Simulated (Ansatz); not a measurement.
Turn this script for the Ansatz DFT code, driven from Python into the input file that the command-line program reads.

The script, `v3si.py`:
```python
# -*- coding: utf-8 -*-
"""Variable-cell relaxation of V3Si."""

import ansatz as az
from ase import Atoms
from ase.neighborlist import neighbor_list
import numpy as np

FUNCTIONAL = "pbe"
FORCE_TOL = 0.03

def edges_and_angles(cell):
    cell = np.asarray(cell)
    a, b, c = np.linalg.norm(cell, axis=1)
    cosines = cell[1] @ cell[2] / (b * c), cell[0] @ cell[2] / (a * c), cell[0] @ cell[1] / (a * b)
    return (a, b, c, *np.degrees(np.arccos(cosines)))

v3si = (
    az.Lattice.of((4.732, 0.0, 0.0), (0.0, 4.732, 0.0), (0.0, 0.0, 4.732))
    .atom("V", (0.25, 0.0, 0.5), moment=1.5)
    .atom("V", (0.5, 0.75, 0.0), moment=-1.5)
    .atom("V", (0.75, 0.0, 0.5), moment=1.5)
    .atom("V", (0.5, 0.25, 0.0), moment=-1.5)
    .atom("V", (0.0, 0.5, 0.75), moment=1.5)
    .atom("V", (0.0, 0.5, 0.25), moment=-1.5)
    .atom("Si", (0.0, 0.0, 0.0))
    .atom("Si", (0.5, 0.5, 0.5))
)

# a pressure is positive in compression
base = (
    v3si.calculation()
    .kpoints(5)
    .occupations(az.OccupationsMethod.FERMI_DIRAC, width=100 * az.meV)
    .functional(FUNCTIONAL)
    .spin("collinear")
    .relax(force_tolerance=FORCE_TOL, max_steps=100, pressure=10, stress_tolerance=0.01)
)
steps = []


def collect(event):
    if event["event"] == "relax_step":
        steps.append(event["data"])


res = base.session().plan().execute(on_event=collect)
report = res.report
for s in steps:
    flag = "" if s["accepted"] else "  (rejected)"
    print("step %2d  E = %.5f eV  largest force component = %.4f eV/A%s" % (s["step"], s["lagrangian_ev"], s["allowed_force_max_ev_ang"], flag))

first, last = steps[0], steps[-1]
symbols = [site.symbol for site in res.lattice.sites]
print(f"energy gained {first['lagrangian_ev'] - last['lagrangian_ev']:.4f} eV in {len(steps) - 1} steps")
for label, vectors in (("before", first["cell_ang"]), ("after", res.lattice.cell_ang)):
    print(label, "a b c (A) {:.4f} {:.4f} {:.4f}  angles {:.2f} {:.2f} {:.2f}".format(*edges_and_angles(vectors)), f" V = {abs(np.linalg.det(vectors)):.3f} A^3")
print("final stress xx yy zz (GPa, compression positive):", np.round(np.diag(report["stress_gpa"]), 3) + 0.0)

print("relaxed fractional positions")
for site in res.lattice.sites:
    print(f"  {site.symbol:2s}", " ".join(f"{v % 1:8.5f}" for v in np.round(site.position_frac, 5)))

final = Atoms(symbols, positions=last["positions_ang"], cell=res.lattice.cell_ang, pbc=True)
i, j, d = neighbor_list("ijd", final, 4.5)
print("neighbours within 1.2 times the shortest distance of each atom (A)")
for atom in range(len(final)):
    near = [m for m in np.argsort(d) if i[m] == atom]
    shell = [m for m in near if d[m] < 1.2 * d[near[0]]]
    print(f"{symbols[atom]}{atom} ({len(shell)}):", ", ".join(f"{symbols[j[m]]} {d[m]:.3f}" for m in shell))

change = np.array(last["positions_ang"]) @ np.linalg.inv(last["cell_ang"]) - np.array(first["positions_ang"]) @ np.linalg.inv(first["cell_ang"])
moved = np.linalg.norm(change @ np.array(last["cell_ang"]), axis=1)
print("displacement within the cell, strain taken out (A):", " ".join(f"{s}:{d:.3f}" for s, d in zip(symbols, moved)))

print("%-22s %14.5f eV" % ("F = E - TS", report["free_energy_ev"]))
print("%-22s %14.5f eV" % ("E", report["internal_energy_ev"]))
print("%-22s %14.5f eV" % ("Harris-Foulkes", report["harris_foulkes_ev"]))
print("%-22s %14.5f eV" % ("Fermi level", report["fermi_energy_ev"]))
```

```console
$ python v3si.py
DeckWarning: basis.ecutwfc = 420 eV, auto-derived from the records' recommended cutoffs: set by V (normal level)
RunWarning: the starting moments were not kept: the SCF closed with an absolute magnetisation of 4.9e-5 μB, where they sum to 9 μB in size (6 sites). That is at most 0.1 of that sum. Measured as dr2_m measures the in/out step, that magnetisation stands 2.4e-10 eV from none, at or under the dr2_threshold of 1.0e-7 eV: [...]
step  1  E = -18749.98188 eV  largest force component = 0.0000 eV/A
step  2  E = -18749.78412 eV  largest force component = 0.0000 eV/A
step  3  E = -18749.86913 eV  largest force component = 0.0000 eV/A
step  4  E = -18749.86263 eV  largest force component = 0.0000 eV/A
step  5  E = -18749.85918 eV  largest force component = 0.0000 eV/A
energy gained -0.1227 eV in 4 steps
before a b c (A) 4.7320 4.7320 4.7320  angles 90.00 90.00 90.00  V = 105.958 A^3
after a b c (A) 4.6296 4.6296 4.6296  angles 90.00 90.00 90.00  V = 99.227 A^3
final stress xx yy zz (GPa, compression positive): [9.994 9.994 9.994]
relaxed fractional positions
  V   0.25000  0.00000  0.50000
  V   0.50000  0.75000  0.00000
  V   0.75000  0.00000  0.50000
  V   0.50000  0.25000  0.00000
  V   0.00000  0.50000  0.75000
  V   0.00000  0.50000  0.25000
  Si  0.00000  0.00000  0.00000
  Si  0.50000  0.50000  0.50000
neighbours within 1.2 times the shortest distance of each atom (A)
V0 (6): V 2.315, V 2.315, Si 2.588, Si 2.588, Si 2.588, Si 2.588
V1 (6): V 2.315, V 2.315, Si 2.588, Si 2.588, Si 2.588, Si 2.588
V2 (6): V 2.315, V 2.315, Si 2.588, Si 2.588, Si 2.588, Si 2.588
V3 (6): V 2.315, V 2.315, Si 2.588, Si 2.588, Si 2.588, Si 2.588
V4 (6): V 2.315, V 2.315, Si 2.588, Si 2.588, Si 2.588, Si 2.588
V5 (6): V 2.315, V 2.315, Si 2.588, Si 2.588, Si 2.588, Si 2.588
Si6 (12): V 2.588, V 2.588, V 2.588, V 2.588, V 2.588, V 2.588, V 2.588, V 2.588, V 2.588, V 2.588, V 2.588, V 2.588
Si7 (12): V 2.588, V 2.588, V 2.588, V 2.588, V 2.588, V 2.588, V 2.588, V 2.588, V 2.588, V 2.588, V 2.588, V 2.588
displacement within the cell, strain taken out (A): V:0.000 V:0.000 V:0.000 V:0.000 V:0.000 V:0.000 Si:0.000 Si:0.000
F = E - TS               -18749.85918 eV
E                        -18749.50599 eV
Harris-Foulkes           -18749.85918 eV
Fermi level                  16.66190 eV
```
(Warnings from the package without file and line, shortened, repeats left out.)

`input.yaml`:
```yaml
crystal:
  lattice:
    - [4.732, 0.0, 0.0]
    - [0.0, 4.732, 0.0]
    - [0.0, 0.0, 4.732]
  atoms:
    - { symbol: V, position: [0.25, 0.0, 0.5], spin: 1.5 }
    - { symbol: V, position: [0.5, 0.75, 0.0], spin: -1.5 }
    - { symbol: V, position: [0.75, 0.0, 0.5], spin: 1.5 }
    - { symbol: V, position: [0.5, 0.25, 0.0], spin: -1.5 }
    - { symbol: V, position: [0.0, 0.5, 0.75], spin: 1.5 }
    - { symbol: V, position: [0.0, 0.5, 0.25], spin: -1.5 }
    - { symbol: Si, position: [0.0, 0.0, 0.0] }
    - { symbol: Si, position: [0.5, 0.5, 0.5] }
kpoints:
  mp_grid:
    grid: [5, 5, 5]
hamiltonian:
  xc: pbe
magnetization:
  spin_polarized: true
scf:
  occupations:
    method: fermi_dirac
    width: 0.1
relax:
  f_tol: 0.03
  max_steps: 100
  cell:
    p_target: 10.0
    stress_tol: 0.01
```

Notes:
- Absolute energies stand on the zero of these potentials, so only differences at equal settings mean something. A total without «per atom» is that of the cell as typed.
- The SCF didn't keep the moments it started from (some shrank, vanished or turned); what is printed is the state reached.
- Forces vanish by symmetry, so the ions can't move, and the end may be a saddle.
- Part of the cell is held or a pressure is applied, so the end point needn't be the zero-pressure lattice.
- At a fixed pressure a relaxation lowers the enthalpy F + PV, while F alone can rise.
- The mesh is modest for a metal, so energies can be off by several to tens of meV an atom and pressures by half a GPa or more; differences at equal mesh fare better.
- The zero of the levels is a convention of the potentials, so an absolute Fermi energy is no work function.
- Energies along a relaxation are free energies. Rows at an unchanged volume are solved on a plane-wave basis chosen afresh for that cell, so the energy jumps there and such rows are no steps of the walk.
- Symmetry holds the cell in this phase, whether or not it is the stable one at this pressure.
- The structure is a deposited one; some such entries were measured under pressure or heat, so a shift against it needn't be the functional's error alone.
- Finished in 3.1 min on 1 thread of Arm Neoverse V2, with other jobs on the host, peak memory 0.64 GiB.

(A comment or docstring line of the script was reworded after the run, the code is as it ran; lines on the test bed's own set-up are left out of the output.)
